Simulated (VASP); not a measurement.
# W (Im-3m) in VASP: a series of runs

The runs below take W through single point, with PBE.

All numbers are computed with VASP 6.6.1; they aren't measurements. Logs are shortened: lines on timing, memory, paths and dates and some standing lists are left out, and cuts for length are marked.

### Step 1. The structure

It takes space group Im-3m (No. 229, cubic). The conventional cell has a = 3.165 Å, b = 3.165 Å, c = 3.165 Å, α = 90.00°, β = 90.00°, γ = 90.00°. W (site symmetry m-3m) has 8 W at 2.74 Å as nearest neighbours.

### Step 2. Single point, PBE

File INCAR:

```
SYSTEM = W
ADDGRID = .False. ; ALGO = Normal
EDIFF = 0.001 ; ENCUT = 460
GGA = PE ; ISIF = 2
ISMEAR = 1 ; LASPH = .True.
LCHARG = .False. ; LREAL = .False.
LWAVE = .False. ; NELM = 100
PREC = Accurate ; SIGMA = 0.2
```

File KPOINTS:

```
k-points
0
Gamma
  11 11 11
  0 0 0
```

File POSCAR:

```
W
1.0
   -1.5823450000      1.5823450000      1.5823450000
    1.5823450000     -1.5823450000      1.5823450000
    1.5823450000      1.5823450000     -1.5823450000
W
1
Direct
    0.0000000000      0.0000000000      0.0000000000
```

Potentials or basis: VASP PAW PBE potentials, release 64 (W).

On the command line:

```sh
cat potpaw_PBE.64/W/POTCAR > POTCAR
mpirun -np 1 vasp_std > vasp.out
```

OUTCAR:

```text
SYSTEM = W
   EDIFF = 0.001
   ENCUT = 460
   GGA = PE
   ISIF = 2
   ISMEAR = 1
   LASPH = .True.
   LREAL = .False.
   NELM = 100
   PREC = Accurate

 Found     56 irreducible k-points:

 Following reciprocal coordinates:
            Coordinates               Weight
  0.000000  0.000000  0.000000      1.000000
  0.090909  0.000000  0.000000     12.000000
  0.181818  0.000000  0.000000     12.000000
  0.272727  0.000000  0.000000     12.000000
  0.363636  0.000000  0.000000     12.000000
  0.454545  0.000000  0.000000     12.000000
   k-points           NKPTS =     56   k-points in BZ     NKDIM =     56   number of bands    NBANDS=      7
   number of dos      NEDOS =    301   number of ions     NIONS =      1
   total plane-waves  NPLWV =   8000
   dimension x,y,z NGX =    20 NGY =   20 NGZ =   20
   dimension x,y,z NGXF=    40 NGYF=   40 NGZF=   40
   ions per type =               1
   NGX,Y,Z   is equivalent  to a cutoff of  12.13, 12.13, 12.13 a.u.
   NGXF,Y,Z  is equivalent  to a cutoff of  24.26, 24.26, 24.26 a.u.
 SYSTEM =  W
   PREC   = accura    normal or accurate (medium, high low for compatibility)
   ISTART =      0    job   : 0-new  1-cont  2-samecut
   ICHARG =      2    charge: 1-file 2-atom 10-const
   ISPIN  =      1    spin polarized calculation?
   LNONCOLLINEAR =      F non collinear calculations
   LSORBIT =      F    spin-orbit coupling
   LASPH  =      T    aspherical Exc in radial PAW
   ENCUT  =  460.0 eV  33.81 Ry    5.81 a.u.   4.79  4.79  4.79*2*pi/ulx,y,z
   NELM   =    100;   NELMIN=  2; NELMDL= -5     # of ELM steps
   EDIFF  = 0.1E-02   stopping-criterion for ELM
   LREAL  =      F    real-space projection
   EDIFFG = 0.1E-01   stopping-criterion for IOM
   NSW    =      0    number of steps for IOM
   IBRION =     -1    ionic relax: 0-MD 1-quasi-New 2-CG
   NFREE  =      0    steps in history (QN), initial steepest desc. (CG)
   ISIF   =      2    stress and relaxation
   ISYM   =      2    0-nonsym 1-usesym 2-fastsym
   POTIM  = 0.5000    time-step for ionic-motion
   TEBEG  =    0.0;   TEEND  =   0.0 temperature during run
   PSTRESS=    0.0 pullay stress
   NELECT =       6.0000    total number of electrons
   NUPDOWN=      -1.0000    fix difference up-down
   EMIN   =  10.00;   EMAX   =-10.00  energy-range for DOS
   EFERMI =   0.00;   METHOD = LEGACY
   ISMEAR =     1;   SIGMA  =   0.20  broadening in eV -4-tet -1-fermi 0-gaus
   EFERMI_NEDOS =   21; number of points for ismear=-14 and -15
   IALGO  =     38    algorithm
   IMIX   =      4    mixing-type and parameters
     AMIX     =   0.40;   BMIX     =  1.00
     AMIX_MAG =   1.60;   BMIX_MAG =  1.00
  volume/ion in A,a.u.               =      15.85       106.94
  Fermi-wavevector in a.u.,A,eV,Ry     =   1.184325  2.238049 19.083867  1.402625
  Thomas-Fermi vector in A             =   2.320541
   LORBIT       =      0    0 simple, 1 ext, 2 COOP (PROOUT), +10 PAW based schemes
   GGA     = PE    functional components
   LHFCALC =     F    Hartree Fock is set to
   AEXX    =    0.0000 exact exchange contribution
   IVDW    =     0    specifies the selected vdW correction
   LEPSILON=     F    determine dielectric tensor
   LRPA    =     F    only Hartree local field effects (RPA)
 non-spin polarized calculation
 Methfessel and Paxton  Order N= 1 SIGMA  =   0.20
  energy-cutoff  :      460.00
  volume of cell :       15.85
 maximum number of plane-waves:       370
   NGX =  9   NGY =  9   NGZ =  9

 number of electron       6.0000001 magnetization

 Free energy of the ion-electron system (eV)
  ---------------------------------------------------
  ext. energy  EPLUGINS =         0.00000000
  ---------------------------------------------------
  free energy    TOTEN  =       -12.99884927 eV

  energy without entropy =      -12.99720308  energy(sigma->0) =      -12.99830054

 E-fermi :   7.8228     XC(G=0): -13.1431

 val. band max:        7.8217880343   @ k =   0.4545   0.0909   0.0000
 cond. band min:       7.8790718823   @ k =  -0.1818   0.2727   0.0909
 fundamental gap:      0.0572838480
 Fermi energy:         7.8227533951

 k-point     1 :       0.0000    0.0000    0.0000
  band No.  band energies     occupation
      1      -1.7961      2.00000
      2       6.5747      2.00000
      3       6.5747      2.00000
      4       6.5747      2.00000
      5      10.0514     -0.00000
      6      10.0514     -0.00000
      7      23.0482      0.00000

 k-point     2 :       0.0909    0.0000    0.0000
  band No.  band energies     occupation
      1      -1.4106      2.00000
      2       6.3409      2.00000
      3       6.5133      2.00000
      4       6.9614      2.00000
      5       9.7137     -0.00000
      6      10.0599     -0.00000
      7      23.3626      0.00000

 k-point     3 :       0.1818    0.0000    0.0000
  band No.  band energies     occupation
      1      -0.3697      2.00000
      2       5.7689      2.00000
      3       6.2113      2.00000
      4       8.0867     -0.06849
      5       9.3414     -0.00000
      6      10.1257     -0.00000
      7      23.7308      0.00000

 k-point     4 :       0.2727    0.0000    0.0000
  band No.  band energies     occupation
      1       0.8774      2.00000
      2       5.1131      2.00000
      3       5.9668      2.00000
      4       9.5219     -0.00000
      5       9.8322     -0.00000
      6      10.3147     -0.00000
      7      22.7066      0.00000

 k-point     5 :       0.3636    0.0000    0.0000
  band No.  band energies     occupation
      1       1.5265      2.00000
      2       4.5794      2.00000
      3       6.7428      2.00000
      4       9.9231     -0.00000
      5      10.6165     -0.00000
      6      11.9213      0.00000
      7      21.0011      0.00000

 k-point     6 :       0.4545    0.0000    0.0000
  band No.  band energies     occupation
      1       1.5704      2.00000
      2       4.2869      2.00000
      3       8.1923     -0.02534
      4      10.0074     -0.00000
      5      10.8767     -0.00000
      6      13.6404      0.00000
      7      19.8883      0.00000

 [... further k-points ...]

------------------------ aborting loop because EDIFF is reached ----------------------------------------

  FORCE on cell =-STRESS in cart. coord.  units (eV):
  Direction    XX          YY          ZZ          XY          YZ          ZX
  --------------------------------------------------------------------------------------
  -------------------------------------------------------------------------------------
  Total        0.2353735      0.2353735      0.2353735     -0.0000000      0.0000000     -0.0000000
  in kB       23.7960354     23.7960354     23.7960354     -0.0000000      0.0000000     -0.0000000
  external PRESSURE =      23.7960354 kB  Pullay stress =       0.0000000 kB

 VOLUME and BASIS-vectors are now :
 -----------------------------------------------------------------------------
  energy-cutoff  :      460.00
  volume of cell :       15.85
      direct lattice vectors                 reciprocal lattice vectors
    -1.582345000  1.582345000  1.582345000     0.000000000  0.315986716  0.315986716
     1.582345000 -1.582345000  1.582345000     0.315986716  0.000000000  0.315986716
     1.582345000  1.582345000 -1.582345000     0.315986716  0.315986716  0.000000000

 POSITION                                       TOTAL-FORCE (eV/Angst)
 -----------------------------------------------------------------------------------
      0.00000      0.00000      0.00000         0.000000     -0.000000      0.000000
 -----------------------------------------------------------------------------------
    total drift:                               -0.000000     -0.000000     -0.000000

  FREE ENERGIE OF THE ION-ELECTRON SYSTEM (eV)
  ---------------------------------------------------
  free  energy   TOTEN  =       -12.9988492663 eV

  energy  without entropy=      -12.9972030800  energy(sigma->0) =      -12.99830054
```

Run time: 2.7 s. Hardware: 1 thread of AMD EPYC 9R45 (Zen 5), shared host; peak memory 0.09 GiB.

The run converged, but some of its settings lie outside the range that counts as converged, so its numbers aren't taken as properties of the crystal.

Results:

- Free energy: -12.9988 eV
- Pressure: 2.4 GPa
- Band gap on the k mesh: none (metal or under the smearing width)

### Step 3. Single point, PBE

Changes to INCAR since step 2:

```diff
@@ -2,3 +2,3 @@
 ADDGRID = .False. ; ALGO = Normal
-EDIFF = 0.001 ; ENCUT = 460
+EDIFF = 1E-4 ; ENCUT = 460
 GGA = PE ; ISIF = 2
```

KPOINTS is that of step 2.

POSCAR is that of step 2.

Potentials or basis: VASP PAW PBE potentials, release 64 (W).

On the command line:

```sh
cat potpaw_PBE.64/W/POTCAR > POTCAR
mpirun -np 1 vasp_std > vasp.out
```

OUTCAR:

```text
SYSTEM = W
   EDIFF = 1E-4
   ENCUT = 460
   GGA = PE
   ISIF = 2
   ISMEAR = 1
   LASPH = .True.
   LREAL = .False.
   NELM = 100
   PREC = Accurate

 Found     56 irreducible k-points:

 Following reciprocal coordinates:
            Coordinates               Weight
  0.000000  0.000000  0.000000      1.000000
  0.090909  0.000000  0.000000     12.000000
  0.181818  0.000000  0.000000     12.000000
  0.272727  0.000000  0.000000     12.000000
  0.363636  0.000000  0.000000     12.000000
  0.454545  0.000000  0.000000     12.000000
   k-points           NKPTS =     56   k-points in BZ     NKDIM =     56   number of bands    NBANDS=      7
   number of dos      NEDOS =    301   number of ions     NIONS =      1
   total plane-waves  NPLWV =   8000
   dimension x,y,z NGX =    20 NGY =   20 NGZ =   20
   dimension x,y,z NGXF=    40 NGYF=   40 NGZF=   40
   ions per type =               1
   NGX,Y,Z   is equivalent  to a cutoff of  12.13, 12.13, 12.13 a.u.
   NGXF,Y,Z  is equivalent  to a cutoff of  24.26, 24.26, 24.26 a.u.
 SYSTEM =  W
   PREC   = accura    normal or accurate (medium, high low for compatibility)
   ISTART =      0    job   : 0-new  1-cont  2-samecut
   ICHARG =      2    charge: 1-file 2-atom 10-const
   ISPIN  =      1    spin polarized calculation?
   LNONCOLLINEAR =      F non collinear calculations
   LSORBIT =      F    spin-orbit coupling
   LASPH  =      T    aspherical Exc in radial PAW
[... 59 lines left out ...]
  band No.  band energies     occupation
      1      -1.7958      2.00000
      2       6.5758      2.00000
      3       6.5758      2.00000
      4       6.5758      2.00000
      5      10.0525     -0.00000
      6      10.0525     -0.00000
      7      23.0474      0.00000
[... 41 lines left out ...]
 k-point     6 :       0.4545    0.0000    0.0000
  band No.  band energies     occupation
      1       1.5707      2.00000
      2       4.2877      2.00000
      3       8.1927     -0.02552
      4      10.0087     -0.00000
      5      10.8782     -0.00000
      6      13.6421      0.00000
      7      19.1761      0.00000

 [... further k-points ...]

------------------------ aborting loop because EDIFF is reached ----------------------------------------

  FORCE on cell =-STRESS in cart. coord.  units (eV):
  Direction    XX          YY          ZZ          XY          YZ          ZX
  --------------------------------------------------------------------------------------
  -------------------------------------------------------------------------------------
  Total        0.2347871      0.2347871      0.2347871     -0.0000000     -0.0000000      0.0000000
  in kB       23.7367470     23.7367470     23.7367470     -0.0000000     -0.0000000      0.0000000
  external PRESSURE =      23.7367470 kB  Pullay stress =       0.0000000 kB

 VOLUME and BASIS-vectors are now :
 -----------------------------------------------------------------------------
  energy-cutoff  :      460.00
  volume of cell :       15.85
      direct lattice vectors                 reciprocal lattice vectors
    -1.582345000  1.582345000  1.582345000     0.000000000  0.315986716  0.315986716
     1.582345000 -1.582345000  1.582345000     0.315986716  0.000000000  0.315986716
     1.582345000  1.582345000 -1.582345000     0.315986716  0.315986716  0.000000000

 POSITION                                       TOTAL-FORCE (eV/Angst)
 -----------------------------------------------------------------------------------
      0.00000      0.00000      0.00000         0.000000      0.000000      0.000000
 -----------------------------------------------------------------------------------
    total drift:                               -0.000000     -0.000000      0.000000

  FREE ENERGIE OF THE ION-ELECTRON SYSTEM (eV)
  ---------------------------------------------------
  free  energy   TOTEN  =       -12.9988535931 eV

  energy  without entropy=      -12.9972082988  energy(sigma->0) =      -12.99830516
```

It took 2.9 s on 1 thread of AMD EPYC 9R45 (Zen 5), shared host; peak memory 0.09 GiB.

These settings aren't checked as converged: the numbers below hold their error.

Results:

```yaml
Free_energy: -12.9989 eV
Pressure: 2.4 GPa
Band_gap_on_the_k_mesh: none (metal or under the smearing width)
```
